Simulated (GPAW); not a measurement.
# SiNi (Pmmn) in GPAW: single point with LDA

Aim: the single point of SiNi with LDA.

Program: GPAW 26.7.0. These are calculated values, not measurements. Logs are shortened: lines on timing, memory, paths and dates and some standing lists are left out, and cuts for length are marked. The log counts tension as positive stress, the text compression.

**1. The crystal as given**

It takes space group Pmmn (No. 59, orthorhombic). The conventional cell has a = 2.943 Å, b = 3.280 Å, c = 4.677 Å, α = 90.00°, β = 90.00°, γ = 90.00°. Ni (site symmetry mm2) is surrounded by 6 Si at 2.34 to 2.37 Å and 4 Ni at 2.65 Å. Around Si (site symmetry mm2) lie 6 Ni at 2.34 to 2.37 Å and 4 Si at 2.65 Å.

The cell is a database's computed one.

**2. Single point, LDA, collinear spin, ferromagnetic start**

run.py reads:

```python
from ase import Atoms
from ase.dft.bandgap import bandgap
from ase.io import write
from ase.units import GPa
from gpaw import GPAW, PW

atoms = Atoms(['Ni', 'Ni', 'Si', 'Si'],
              cell=[[2.94277066, 0.0, 0.0],
                    [0.0, 3.28032554, 0.0],
                    [0.0, 0.0, 4.67744676]],
              scaled_positions=[[0.5, 0.5, 0.34249559],
                                [0.0, 0.0, 0.65750441],
                                [0.5, 0.5, 0.84314316],
                                [0.0, 0.0, 0.15685684]],
              pbc=True)
atoms.set_initial_magnetic_moments([2.0, 2.0, 0.0, 0.0])

calc = GPAW(mode=PW(450),
            xc='LDA',
            kpts={'size': (7, 7, 5), 'gamma': True},
            occupations={'name': 'fermi-dirac', 'width': 0.05},
            nbands=36,
            maxiter=120,
            txt='gpaw.txt')
atoms.calc = calc
energy = atoms.get_potential_energy()
forces = atoms.get_forces()
stress = atoms.get_stress()
calc.write('gs.gpw')
write('result.traj', atoms)
print(f'Energy: {energy:.6f} eV')
print('Forces (eV/A):')
print(forces.round(4))
print('Stress (GPa):', (stress / GPa).round(3))
print('Moments:', calc.get_magnetic_moments().round(3))
print('Fermi level:', round(calc.get_fermi_level(), 4), 'eV')
print(f'Gap: {bandgap(calc)[0]:.4f} eV, direct: {bandgap(calc, direct=True)[0]:.4f} eV')
```

Potentials or basis: the program's PAW data sets (release 1.2.1) made for this functional, pw.

The run is started by

```
OMP_NUM_THREADS=1 python run.py
```

gpaw.txt:

```text
__  _  _
 | _ |_)|_||  |
 |__||  | ||/\| - 26.7.0

Input parameters:
  mode=PW(ecut=450.00000000000006),
  kpts=MonkhorstPack(size=(7, 7, 5), gamma=True),
  maxiter=120,
  nbands=36,
  occupations=Occupations(name='fermi-dirac', width=0.05),
  xc=XC(name='LDA')

Diagonalizing LCAO Hamiltonian
Converting LCAO to pw mode
   .------.
  /|      |
 * | Si   |
 | |      |
 Ni|      |
 | | Ni   |
 | .------.
 Si      /
 *------*

Atoms  # Å, Bohr magnetons
|   | symbol |        x |        y |        z |    initial magnetic moments |
|---|--------|----------|----------|----------|-----------------------------|
| 0 |     Ni | 1.471385 | 1.640163 | 1.602005 | ( 0.0000,  0.0000,  2.0000) |
| 1 |     Ni | 0.000000 | 0.000000 | 3.075442 | ( 0.0000,  0.0000,  2.0000) |
| 2 |     Si | 1.471385 | 1.640163 | 3.943757 | ( 0.0000,  0.0000,  0.0000) |
| 3 |     Si | 0.000000 | 0.000000 | 0.733690 | ( 0.0000,  0.0000,  0.0000) |

Unit cell  # Å
| periodic |        x |        y |        z |  lengths |    angles |
|----------|----------|----------|----------|----------|-----------|
|      yes | 2.942771 | 0.000000 | 0.000000 | 2.942771 | 90.000000 |
|      yes | 0.000000 | 3.280326 | 0.000000 | 3.280326 | 90.000000 |
|      yes | 0.000000 | 0.000000 | 4.677447 | 4.677447 | 90.000000 |

Number of symmetries: 4
Symmetry operations  # r_c * U_cc + t_c -> r_c
|   | kind |            matrix            |
|---|------|------------------------------|
| 0 |  E   |  1, 0, 0,  0, 1, 0,  0, 0, 1 |
| 1 |  σ   |  1, 0, 0,  0,-1, 0,  0, 0, 1 |
| 2 |  σ   | -1, 0, 0,  0, 1, 0,  0, 0, 1 |
| 3 |  C2  | -1, 0, 0,  0,-1, 0,  0, 0, 1 |

BZ-sampling:
  Number of BZ points: 245
  Number of IBZ points: 48

  Monkhorst-Pack size: [7, 7, 5]
  Monkhorst-Pack shift: [0, 0, 0]

K-points  # in reciprocal-cell coordinates
|     |                                coordinates |     weight |
|-----|--------------------------------------------|------------|
|   0 | (  0.00000000,   0.00000000,   0.00000000) | 0.00408163 |
|   1 | (  0.00000000,   0.00000000,   0.20000000) | 0.00816327 |
|   2 | (  0.00000000,   0.00000000,   0.40000000) | 0.00816327 |
|   3 | (  0.00000000,   0.14285714,   0.00000000) | 0.00816327 |
|   4 | (  0.00000000,   0.14285714,   0.20000000) | 0.01632653 |
|   5 | (  0.00000000,   0.14285714,   0.40000000) | 0.01632653 |
|   6 | (  0.00000000,   0.28571429,   0.00000000) | 0.00816327 |
|   7 | (  0.00000000,   0.28571429,   0.20000000) | 0.01632653 |
|   8 | (  0.00000000,   0.28571429,   0.40000000) | 0.01632653 |
|   9 | (  0.00000000,   0.42857143,   0.00000000) | 0.00816327 |
| ... |                                            |            |
|  47 | (  0.42857143,   0.42857143,   0.40000000) | 0.03265306 |

Plane wave coefficients: 989
Cutoff: 450.00000000000006 eV

Spin-components: 2 (collinear spins)
Bands:           36
Projectors:      22
Spin-degeneracy: 1
Datatype:        complex128

Parallelization:
  kpt:    1
  domain: 1
  band:   1

Density:
  Valence electrons: 40.0
  Components: 2
  Grid points: [15 18 24]
  Charge: 0.0  # |e|

Potential:
  Grid points: [15 18 24]

species:
  Ni:
    name:    Nickel
    Z:       28.0
    valence: 16
    core:    12
    charge:  0.0  # [|e|]
    compensation charges:
      type: gauss
      rc: 0.36  # [Å]
      lmax: 2
    cutoffs:
      filter: 2.14  # [Å]
      core: 1.98  # [Å]
    projectors
    | kind |    occ | energy [eV] | rcut [Å] |
    |------|--------|-------------|----------|
    |   4s |  2.000 |      -5.858 |    1.164 |
    |   3p |  6.000 |     -71.266 |    1.207 |
    |   4p |  0.000 |      -1.338 |    1.207 |
    |   3d |  8.000 |      -9.141 |    1.138 |
    |    s |        |      21.353 |    1.164 |
    |    d |        |      18.071 |    1.138 |

    Using partial waves for Ni as LCAO basis

  Si:
    name:    Silicon
    Z:       14.0
    valence: 4
    core:    10
    charge:  0.0  # [|e|]
    compensation charges:
      type: gauss
      rc: 0.33  # [Å]
      lmax: 2
    cutoffs:
      filter: 1.86  # [Å]
      core: 2.06  # [Å]
    projectors
    | kind |    occ | energy [eV] | rcut [Å] |
    |------|--------|-------------|----------|
    |   3s |  2.000 |     -10.878 |    1.058 |
    |   3p |  2.000 |      -4.162 |    1.058 |
    |    s |        |      16.334 |    1.058 |
    |    p |        |      23.049 |    1.058 |
    |    d |        |       0.000 |    1.058 |

    Using partial waves for Si as LCAO basis

Reference energy: -98318.618106  # eV

eigensolver:
  PPCG
  Converge bands: occupied
  niter=2

density mixing:
  MSR1-Mixer
  Pratt-step length: 0.05
  Maximum mixing coefficient: 0.75
  Old densities: 10
  SVD Regularization: 0.005
  Good broyden scale: 1.0
  Trust region scale: 1.0
  Backstep threshold: 4.0
  History deletion threshold: 6.0
  Fourier metric: weight=20.0, sigma=0.015

occupation numbers:
  Fermi-Dirac:
    width: 0.0500  # eV

poisson solver:
  ecut: 3600.0000000000005  # eV

xc functional:
  name: None

convergence criteria:
- Maximum [total energy] change in last 3 cyles: 0.0005 eV / valence electron
- Maximum integral of absolute [dens]ity change: 0.0001 electrons / valence electron
- Maximum integral of absolute [eigenst]ate change: 4e-08 eV^2 / valence electron
maximum number of iterations: 120

SCF iterations
|iter     | |      energy | eigst |  dens |  magmom |
|---------|-|-------------|-------|-------|---------|
|iter:   1| |  -29.765348 | +0.66 |       |  +4.0049|
|iter:   2| |  -29.792763 | -1.25 | -0.84 |  +3.8264|
|iter:   3| |  -30.812448 | -2.55 | -0.90 |  +2.3483|
|iter:   4| |  -31.152533 | -1.77 | -1.04 |  +0.5827|
|iter:   5| |  -30.884297 | -2.43 | -1.31 |  +0.0699|
|iter:   6| |  -30.974361 | -2.97 | -1.79 |  -0.0194|
|iter:   7| |  -30.887612 | -3.22 | -1.70 |  -0.0907|
|iter:   8| |  -30.889492 | -4.07 | -2.06 |  -0.0662|
|iter:   9| |  -30.890108c| -5.12 | -2.55 |  -0.0156|
|iter:  10| |  -30.890176c| -6.00 | -3.06 |  -0.0021|
|iter:  11| |  -30.890178c| -7.33 | -3.86 |  -0.0013|
|iter:  12| |  -30.890178c| -8.25c| -4.16c|  -0.0002|

Converged in 12 steps
Energy contributions relative to reference atoms: (reference = -98318.618106)

Energy contributions:
  Kinetic:          25.251174
  Coulomb:         -15.975071
  Zero:              0.077837
  External:          0.000000
  Xc:              -40.238447
  Entropy:          -0.011342
  Spinorbit:         0.000000
  ----------------------------
  Free energy:     -30.895849
  Extrapolated:    -30.890178

dipole moment: (-12.429340, -13.855066, 0.000004)  # |e|*Ang

Total magnetic moment: (0.000000, 0.000000, -0.000165)

Local magnetic moments
|        x |        y |         z |
|----------|----------|-----------|
| 0.000000 | 0.000000 | -0.000107 |  # Ni   0
| 0.000000 | 0.000000 | -0.000057 |  # Ni   1
| 0.000000 | 0.000000 |  0.000004 |  # Si   2
| 0.000000 | 0.000000 |  0.000007 |  # Si   3

Fermi level: 10.556
Eigenvalues  # (at kpt = [0.000, 0.000, 0.000])
| band index |      eig [eV] | occ [0-1] |      eig [eV] | occ [0-1] |
|------------|---------------|-----------|---------------|-----------|
|          0 |       -53.639 |     1.000 |       -53.639 |     1.000 |
|        ... |               |           |               |           |
|         12 |         7.614 |     1.000 |         7.614 |     1.000 |
|         13 |         7.701 |     1.000 |         7.701 |     1.000 |
|         14 |         7.788 |     1.000 |         7.788 |     1.000 |
|         15 |         7.815 |     1.000 |         7.815 |     1.000 |
|         16 |         8.198 |     1.000 |         8.198 |     1.000 |
|         17 |         8.505 |     1.000 |         8.505 |     1.000 |
|         18 |         8.542 |     1.000 |         8.542 |     1.000 |
|         19 |         9.177 |     1.000 |         9.177 |     1.000 |
|         20 |        11.783 |     0.000 |        11.783 |     0.000 |
|         21 |        13.321 |     0.000 |        13.321 |     0.000 |
|         22 |        15.743 |     0.000 |        15.743 |     0.000 |
|         23 |        16.190 |     0.000 |        16.190 |     0.000 |
|         24 |        17.785 |     0.000 |        17.785 |     0.000 |
|         25 |        18.279 |     0.000 |        18.279 |     0.000 |
|         26 |        18.488 |     0.000 |        18.488 |     0.000 |
|         27 |        19.426 |     0.000 |        19.426 |     0.000 |
|        ... |               |           |               |           |
|         35 |        28.416 |     0.000 |        28.408 |     0.000 |

No gap
No difference between direct/indirect transitions

Forces  # eV/Ang
|       x |       y |        z |
|---------|---------|----------|
| 0.00000 | 0.00000 | -0.03321 |  # Ni   0
| 0.00000 | 0.00000 |  0.03308 |  # Ni   1
| 0.00000 | 0.00000 | -0.23330 |  # Si   2
| 0.00000 | 0.00000 |  0.23340 |  # Si   3

Stress tensor  # eV/Ang^3
|        x |        y |        z |
|----------|----------|----------|
| 0.019871 | 0.000000 | 0.000000 |
| 0.000000 | 0.021597 | 0.000000 |
| 0.000000 | 0.000000 | 0.038110 |

# Writing to gs.gpw (mode='')
```

Wall time 87 s (1 thread of Arm Neoverse V1, shared host); peak memory 0.22 GiB.

Results:

| Quantity | Value |
| --- | --- |
| Free energy | -30.8958 eV |
| Pressure | -4.2 GPa |
| Largest force | 0.233 eV/Å |
| Band gap on the k mesh | none (metal or under the smearing width) |
| Net moment | 0.00 μB per cell |

Forces in eV/Å, atoms in the order of the input:
```
Ni   0.000  0.000 -0.033
Ni   0.000  0.000  0.033
Si   0.000  0.000 -0.233
Si   0.000  0.000  0.233
```

Stress tensor (GPa, compression positive):
```
-3.18  0.00  0.00
 0.00 -3.46  0.00
 0.00  0.00 -6.11
```

Levels at points of the mesh, in eV from the Fermi level:
Spin up:
```csv
k point,band 17,band 18,band 19,band 20,band 21,band 22,band 23,band 24
"(0.00, 0.00, 0.00)",-2.36,-2.05,-2.01,-1.38,1.23,2.77,5.19,5.63
```
Spin down:
```
           k point  band 17  band 18  band 19  band 20  band 21  band 22  band 23  band 24
(0.00, 0.00, 0.00)    -2.36    -2.05    -2.01    -1.38     1.23     2.77     5.19     5.63
```

Caveat: the cutoff is short for stress and forces, so pressures can be off by a GPa or more; the starting moments collapsed, and a magnetic state may lie lower; the stock nickel data set gives pressures a few GPa off other programs.
